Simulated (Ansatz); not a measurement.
**HfO$_{2}$: clamped-ion strain scan**

The calculation used DFT PBE, scalar-relativistic, plane waves, PAW in Ansatz. Settings: plane waves to 420 eV, k-mesh 8×8×8 (Γ-centred), Gaussian smearing 0.05 eV. Spin–orbit coupling is left out, which matters for the heavy elements here. No spin polarisation. Energies are free energies at this smearing, counted from the undisturbed cell; pressure is positive in compression.

Reference structure (as given, not relaxed at this level; it stands at -2.5 GPa; this fluorite-type form isn't the usual structure):

```
CELL_PARAMETERS angstrom
0.00000 2.55750 2.55750
2.55750 0.00000 2.55750
2.55750 2.55750 0.00000
ATOMIC_POSITIONS crystal
Hf 0.00000 0.00000 0.00000
O 0.25000 0.25000 0.25000
O 0.75000 0.75000 0.75000
```

The cell is strained by ε times the Voigt pattern (1, 0, 0, 0, 0, 0) (xx, yy, zz, yz, xz, xy; engineering shear) with fractional coordinates fixed.

```csv
ε,ΔE (meV/atom),"stress summed along the pattern (GPa, tension positive)",gap on the mesh (eV)
-0.1500,509.0,-114.95,1.31
-0.1125,261.1,-76.38,2.17
-0.0750,103.9,-45.07,2.86
-0.0375,21.0,-19.22,3.41
0.0000,0.0,2.46,3.72
0.0375,31.1,20.93,3.35
0.0750,106.9,36.79,2.79
0.1125,221.2,50.47,2.20
0.1312,290.9,56.58,1.90
0.1500,368.8,62.28,1.60
```